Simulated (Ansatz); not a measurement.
Phonon dispersion of Al

The calculation used DFT PBE, scalar-relativistic, plane waves, PAW in Ansatz. Plane waves to 420 eV; Γ-centred k mesh 24×24×24; Fermi-Dirac smearing of 0.15 eV. No spin polarisation. Phonons by linear response, acoustic sum rule imposed.

The cell, relaxed at this level:
```
CELL_PARAMETERS angstrom
-1.74075 1.74075 1.40613
1.74075 -1.74075 1.40613
1.74075 1.74075 -1.40613
ATOMIC_POSITIONS crystal
Al 0.50000 0.50000 0.00000
```

The structure comes from a generated guess, relaxed at this level; another structure or a mixture of phases may lie lower. In a metal, frequencies and elastic constants depend on the k mesh and the smearing, soft modes and shear constants most. Some empty bands missed the eigensolver's threshold. The q mesh is coarse, so values between its points are rough. This form isn't the element's ground state: it lies 74 meV/atom above the standard structure at this level.

Force constants from linear response on a 4×4×4 q mesh.

Question: Is the structure dynamically stable on the q mesh?

Answer: No: at q = (0.000, 0.000, -0.500) a mode is imaginary, 94i cm⁻¹.

Question: Give the frequencies (cm⁻¹) at the zone-boundary points of high symmetry (interpolated where a point lies off the q mesh).

Answer:
```csv
point,q,frequencies
X,0.000 0.000 0.500,94i 171 297
M,-0.500 0.500 0.500,214 271 271
Z,0.413 0.413 -0.413,248 265 265
Z0,-0.413 0.587 0.413,248 265 265
P,0.250 0.250 0.250,193 193 275
N,0.000 0.500 0.000,113 179 318
```
